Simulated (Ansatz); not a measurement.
## Nudged elastic band run: Al$_{16}$O$_{23}$, charge +2

input.yaml

```yaml
crystal:
  lattice:
    - [-4.7537, -2.74455, 4.324167]
    - [4.7537, -2.74455, 4.324167]
    - [0.0, 5.4891, 4.324167]
  atoms:
    - { symbol: Al, position: [0.35820204, 0.3554382, 0.35590368] }
    - { symbol: Al, position: [0.1356566, 0.17781411, 0.15783191] }
    - { symbol: Al, position: [0.65962988, 0.64117888, 0.64651316] }
    - { symbol: Al, position: [0.85468525, 0.85429945, 0.85046942] }
    - { symbol: O, position: [0.59803241, 0.40093873, 0.75038395] }
    - { symbol: O, position: [0.75054592, 0.60070575, 0.39841516] }
    - { symbol: O, position: [0.40958217, 0.73341725, 0.59579419] }
    - { symbol: O, position: [0.39603275, 0.6091756, 0.2403594] }
    - { symbol: O, position: [0.25057003, 0.40058954, 0.59854942] }
    - { symbol: O, position: [0.5962848, 0.24941287, 0.40382925] }
    - { symbol: Al, position: [0.85319001, 0.85529067, 0.34960991] }
    - { symbol: Al, position: [0.64793059, 0.64951622, 0.14383659] }
    - { symbol: Al, position: [0.14657569, 0.14791521, 0.64688735] }
    - { symbol: Al, position: [0.35455794, 0.35224407, 0.8512119] }
    - { symbol: O, position: [0.105082, 0.9009913, 0.7521721] }
    - { symbol: O, position: [0.25049166, 0.09095755, 0.39503386] }
    - { symbol: O, position: [0.90308863, 0.2487353, 0.59818339] }
    - { symbol: O, position: [0.90271629, 0.09798587, 0.24774724] }
    - { symbol: O, position: [0.75251768, 0.90132744, 0.59511071] }
    - { symbol: O, position: [0.10509659, 0.75875247, 0.38996546] }
    - { symbol: Al, position: [0.85089865, 0.34886151, 0.85336082] }
    - { symbol: Al, position: [0.65023605, 0.14577652, 0.65023992] }
    - { symbol: Al, position: [0.13796978, 0.6289307, 0.15116611] }
    - { symbol: Al, position: [0.36316216, 0.84795024, 0.37021] }
    - { symbol: O, position: [0.09155714, 0.40333805, 0.26570809] }
    - { symbol: O, position: [0.25065389, 0.60408899, 0.90817677] }
    - { symbol: O, position: [0.91075498, 0.75618507, 0.09481373] }
    - { symbol: O, position: [0.90483446, 0.59528761, 0.74971132] }
    - { symbol: O, position: [0.7485889, 0.40401367, 0.09779143] }
    - { symbol: O, position: [0.09856778, 0.24917727, 0.90723568] }
    - { symbol: Al, position: [0.36548791, 0.84130765, 0.82131699] }
    - { symbol: Al, position: [0.14292596, 0.64322729, 0.64370504] }
    - { symbol: Al, position: [0.64644667, 0.14865048, 0.14482249] }
    - { symbol: Al, position: [0.8414904, 0.35262259, 0.35793685] }
    - { symbol: O, position: [0.590381, 0.90431236, 0.24294941] }
    - { symbol: O, position: [0.75056881, 0.09636402, 0.90275915] }
    - { symbol: O, position: [0.39604907, 0.24694881, 0.09812332] }
    - { symbol: O, position: [0.40257428, 0.09189038, 0.74992624] }
    - { symbol: O, position: [0.59841487, 0.75139251, 0.90114299] }
total_charge: 2
basis:
  ecutwfc: 420.0
kpoints:
  mp_grid: { grid: [2, 2, 2] }
hamiltonian:
  xc: pbesol
  pseudopotentials: { kind: paw, azcp: { folder: soft_1 } }
scf:
  occupations: { method: gaussian, width: 0.05 }
  lower_state_search: "off"
  max_iter: 56
neb:
  images: 3
  f_tol: 0.05
  max_iterations: 50
  order_check: false
  spring: 100.0
  optimiser: fire
  final_atoms:
    - { symbol: Al, position: [0.35024124, 0.35262354, 0.35554673] }
    - { symbol: Al, position: [0.14445327, 0.14737646, 0.14975876] }
    - { symbol: Al, position: [0.64749318, 0.64601318, 0.6481836] }
    - { symbol: Al, position: [0.8518164, 0.85398682, 0.85250682] }
    - { symbol: O, position: [0.59881566, 0.40252405, 0.74899274] }
    - { symbol: O, position: [0.75279386, 0.60450351, 0.40128795] }
    - { symbol: O, position: [0.39562251, 0.74990963, 0.59125251] }
    - { symbol: O, position: [0.39059725, 0.60453013, 0.25899373] }
    - { symbol: O, position: [0.24838456, 0.4021309, 0.59823975] }
    - { symbol: O, position: [0.59575608, 0.25201954, 0.40159043] }
    - { symbol: Al, position: [0.82192816, 0.86492417, 0.34156976] }
    - { symbol: Al, position: [0.64429542, 0.64235631, 0.14348739] }
    - { symbol: Al, position: [0.14545205, 0.14587377, 0.64890629] }
    - { symbol: Al, position: [0.35857901, 0.34091469, 0.85286337] }
    - { symbol: O, position: [0.09871205, 0.89549649, 0.74720614] }
    - { symbol: O, position: [0.24357812, 0.08982251, 0.4045594] }
    - { symbol: O, position: [0.90339891, 0.25, 0.59660109] }
    - { symbol: O, position: [0.90176025, 0.0978691, 0.25161544] }
    - { symbol: O, position: [0.75053957, 0.90199766, 0.59214007] }
    - { symbol: O, position: [0.24100627, 0.89546987, 0.10940275] }
    - { symbol: Al, position: [0.85397347, 0.35032108, 0.84911077] }
    - { symbol: Al, position: [0.65088923, 0.14967892, 0.64602653] }
    - { symbol: Al, position: [0.15175398, 0.63742644, 0.12918141] }
    - { symbol: Al, position: [0.37081859, 0.86257356, 0.34824602] }
    - { symbol: O, position: [0.0954406, 0.41017749, 0.25642188] }
    - { symbol: O, position: [0.2663037, 0.5909685, 0.90360641] }
    - { symbol: O, position: [0.90874749, 0.75009037, 0.10437749] }
    - { symbol: O, position: [0.90785994, 0.59800234, 0.74946043] }
    - { symbol: O, position: [0.75031202, 0.40429396, 0.09551061] }
    - { symbol: O, position: [0.09840956, 0.24798046, 0.90424392] }
    - { symbol: Al, position: [0.35651261, 0.85764369, 0.85570458] }
    - { symbol: Al, position: [0.15843024, 0.63507583, 0.67807183] }
    - { symbol: Al, position: [0.64713663, 0.15908531, 0.14142099] }
    - { symbol: Al, position: [0.85109371, 0.35412623, 0.35454795] }
    - { symbol: O, position: [0.59639359, 0.9090315, 0.2336963] }
    - { symbol: O, position: [0.75100726, 0.09747595, 0.90118434] }
    - { symbol: O, position: [0.39905743, 0.25, 0.10094257] }
    - { symbol: O, position: [0.40448939, 0.09570603, 0.74968798] }
    - { symbol: O, position: [0.59914677, 0.75, 0.90085323] }
```

Run as:

```bash
$ ansatz run input.yaml --threads 2 --pin off --max-ram 5120MiB --backend cpu --events-out ev --progress --plain --runs-dir out
```

Output, in part (warnings, iteration lines):

```
NEB end point (image 0): max|allowed force component| = 4.077e-3 eV/Å (the criterion of neb.relax_end_points is 1.000e-2)
NEB end point (image 4): max|allowed force component| = 4.370e-3 eV/Å (the criterion of neb.relax_end_points is 1.000e-2)
NEB iter   1: max|band force component| = 6.110e0 eV/Å  barrier→ = 2.8497 eV  barrier← = 2.8497 eV  Δτ_max = 0.0880 Å  (44 SCF iters)
NEB iter   2: max|band force component| = 2.150e0 eV/Å  barrier→ = 1.8694 eV  barrier← = 1.8694 eV  Δτ_max = 0.1159 Å  (21 SCF iters)
NEB iter   3: max|band force component| = 1.345e0 eV/Å  barrier→ = 1.5123 eV  barrier← = 1.5123 eV  Δτ_max = 0.0064 Å  (21 SCF iters)
NEB iter   4: max|band force component| = 1.140e0 eV/Å  barrier→ = 1.4563 eV  barrier← = 1.4563 eV  Δτ_max = 0.0119 Å  (18 SCF iters)
NEB iter   5: max|band force component| = 7.588e-1 eV/Å  barrier→ = 1.3709 eV  barrier← = 1.3709 eV  Δτ_max = 0.0154 Å  (18 SCF iters)
NEB iter   6: max|band force component| = 5.477e-1 eV/Å  barrier→ = 1.2942 eV  barrier← = 1.2942 eV  Δτ_max = 0.0159 Å  (18 SCF iters)
NEB iter   7: max|band force component| = 6.905e-1 eV/Å  barrier→ = 1.2518 eV  barrier← = 1.2518 eV  Δτ_max = 0.0130 Å  (18 SCF iters)
NEB iter   8: max|band force component| = 1.148e0 eV/Å  barrier→ = 1.2361 eV  barrier← = 1.2361 eV  Δτ_max = 0.0041 Å  (18 SCF iters)
NEB iter   9: max|band force component| = 1.002e0 eV/Å  barrier→ = 1.2202 eV  barrier← = 1.2202 eV  Δτ_max = 0.0077 Å  (16 SCF iters)
NEB iter  10: max|band force component| = 7.404e-1 eV/Å  barrier→ = 1.1965 eV  barrier← = 1.1965 eV  Δτ_max = 0.0104 Å  (16 SCF iters)
NEB iter  11: max|band force component| = 4.168e-1 eV/Å  barrier→ = 1.1755 eV  barrier← = 1.1755 eV  CI = image 2  Δτ_max = 0.0115 Å  (18 SCF iters)
NEB iter  12: max|band force component| = 2.676e-1 eV/Å  barrier→ = 1.1623 eV  barrier← = 1.1623 eV  CI = image 2  Δτ_max = 0.0109 Å  (18 SCF iters)
NEB iter  13: max|band force component| = 4.353e-1 eV/Å  barrier→ = 1.1532 eV  barrier← = 1.1532 eV  CI = image 2  Δτ_max = 0.0091 Å  (18 SCF iters)
NEB iter  14: max|band force component| = 4.804e-1 eV/Å  barrier→ = 1.1412 eV  barrier← = 1.1412 eV  CI = image 2  Δτ_max = 0.0073 Å  (18 SCF iters)
NEB iter  15: max|band force component| = 3.866e-1 eV/Å  barrier→ = 1.1223 eV  barrier← = 1.1223 eV  CI = image 2  Δτ_max = 0.0087 Å  (18 SCF iters)
NEB iter  16: max|band force component| = 1.705e-1 eV/Å  barrier→ = 1.1021 eV  barrier← = 1.1021 eV  CI = image 2  Δτ_max = 0.0109 Å  (18 SCF iters)
NEB iter  17: max|band force component| = 1.586e-1 eV/Å  barrier→ = 1.0929 eV  barrier← = 1.0929 eV  CI = image 2  Δτ_max = 0.0013 Å  (19 SCF iters)
NEB iter  18: max|band force component| = 1.073e-1 eV/Å  barrier→ = 1.0912 eV  barrier← = 1.0912 eV  CI = image 2  Δτ_max = 0.0021 Å  (13 SCF iters)
NEB iter  19: max|band force component| = 6.920e-2 eV/Å  barrier→ = 1.0892 eV  barrier← = 1.0892 eV  CI = image 2  Δτ_max = 0.0021 Å  (14 SCF iters)
NEB iter  20: max|band force component| = 6.605e-2 eV/Å  barrier→ = 1.0880 eV  barrier← = 1.0880 eV  CI = image 2  Δτ_max = 0.0019 Å  (16 SCF iters)
NEB iter  21: max|band force component| = 1.177e-1 eV/Å  barrier→ = 1.0871 eV  barrier← = 1.0871 eV  CI = image 2  Δτ_max = 0.0021 Å  (15 SCF iters)
NEB iter  22: max|band force component| = 1.138e-1 eV/Å  barrier→ = 1.0858 eV  barrier← = 1.0858 eV  CI = image 2  Δτ_max = 0.0022 Å  (15 SCF iters)
NEB iter  23: max|band force component| = 5.961e-2 eV/Å  barrier→ = 1.0841 eV  barrier← = 1.0841 eV  CI = image 2  Δτ_max = 0.0029 Å  (15 SCF iters)
NEB iter  24: max|band force component| = 8.657e-2 eV/Å  barrier→ = 1.0831 eV  barrier← = 1.0831 eV  CI = image 2  Δτ_max = 0.0027 Å  (16 SCF iters)
NEB iter  25: max|band force component| = 1.109e-1 eV/Å  barrier→ = 1.0830 eV  barrier← = 1.0830 eV  CI = image 2  Δτ_max = 0.0003 Å  (16 SCF iters)
NEB iter  26: max|band force component| = 1.010e-1 eV/Å  barrier→ = 1.0828 eV  barrier← = 1.0828 eV  CI = image 2  Δτ_max = 0.0005 Å  (7 SCF iters)
NEB iter  27: max|band force component| = 8.189e-2 eV/Å  barrier→ = 1.0826 eV  barrier← = 1.0826 eV  CI = image 2  Δτ_max = 0.0007 Å  (10 SCF iters)
NEB iter  28: max|band force component| = 5.630e-2 eV/Å  barrier→ = 1.0823 eV  barrier← = 1.0823 eV  CI = image 2  Δτ_max = 0.0008 Å  (10 SCF iters)
NEB iter  29: max|band force component| = 2.743e-2 eV/Å  barrier→ = 1.0821 eV  barrier← = 1.0821 eV  CI = image 2  Δτ_max = 0.0000 Å  (12 SCF iters)
```

The forces met the threshold. The order of the stationary point at the top wasn't checked. Limits of this set-up: PAW files made for another functional, charged cell in a uniform background, uncorrected.

Final band (atoms are numbered from 1 in the order of the input):

```json
{"image": "0", "path coordinate (Å)": "0.00", "energy (eV)": "0.00", "Al11–O20 (Å)": "1.87", "O20–Al32 (Å)": "1.92", "Al2–O20 (Å)": "3.25"}
{"image": "1", "path coordinate (Å)": "0.65", "energy (eV)": "0.66", "Al11–O20 (Å)": "1.88", "O20–Al32 (Å)": "2.61", "Al2–O20 (Å)": "2.70"}
{"image": "2", "path coordinate (Å)": "1.30", "energy (eV)": "1.08", "Al11–O20 (Å)": "2.12", "O20–Al32 (Å)": "3.27", "Al2–O20 (Å)": "2.12"}
{"image": "3", "path coordinate (Å)": "1.95", "energy (eV)": "0.66", "Al11–O20 (Å)": "2.70", "O20–Al32 (Å)": "3.80", "Al2–O20 (Å)": "1.88"}
{"image": "4", "path coordinate (Å)": "2.60", "energy (eV)": "0.00", "Al11–O20 (Å)": "3.25", "O20–Al32 (Å)": "3.74", "Al2–O20 (Å)": "1.87"}
```

Time of the run: 17 min on 2 threads of Arm Neoverse V1, on a shared host, peak memory 1.4 GiB.
